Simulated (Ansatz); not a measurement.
MoS2, a slab with vacuum:

```
CELL_PARAMETERS angstrom
3.18454 0.00000 0.00000
-1.59227 2.75789 0.00000
0.00000 0.00000 21.67053
ATOMIC_POSITIONS crystal
Mo 0.33333 0.66667 0.85116
Mo 0.66667 0.33333 0.14884
S 0.66667 0.33333 0.77963
S 0.33333 0.66667 0.07725
S 0.66667 0.33333 0.92275
S 0.33333 0.66667 0.22037
```

```yaml
Program: Ansatz 0.2.0
Task: single point
Functional: PBEsol
Potentials_or_basis: Ansatz PAW
Cutoff: "420 eV (not typed: the program's choice for these potentials)"
k_mesh: 10 × 10 × 2
Occupations: fermi-dirac, width 0.05 eV
Spin: no spin polarisation
```

On this cell: largest force 0.133 eV/Å; band gap on the k mesh 1.38 eV, indirect (least direct gap 1.89 eV).

The same run follows on a disturbed copy (atoms moved at random, drawn with an rms of 0.05 Å):

```
Mo S
1.0
     3.18454    0.00000    0.00000
    -1.59227    2.75789    0.00000
     0.00000    0.00000   21.67053
Mo S
2 4
Direct
  0.34384 0.66824 0.85091
  0.67791 0.34480 0.14846
  0.67064 0.34761 0.77843
  0.33154 0.66630 0.07732
  0.65108 0.33668 0.92370
  0.32899 0.65297 0.21840
```

Task: What does the disturbed cell give?

Result: The energy moves by +17.3 meV/atom; largest force 1.259 eV/Å; band gap on the k mesh 1.29 eV, indirect (least direct gap 1.76 eV).

Forces in eV/Å, atoms in the order of the input:
```
Mo  -1.195  0.396  0.041
Mo  -0.339 -1.065 -0.437
S    0.417 -0.307  0.484
S    0.227  0.355 -0.141
S    0.779 -0.089 -0.502
S    0.110  0.709  0.555
```

Stress tensor (GPa, compression positive):
```
-1.83 -0.19  0.32
-0.19 -2.64  0.73
 0.32  0.73 -0.54
```

Caveats: the PAW data sets come from PBE, with cores solved anew for the run's functional, which leaves a small shift of forces and pressure.

A k mesh can miss the band edges.
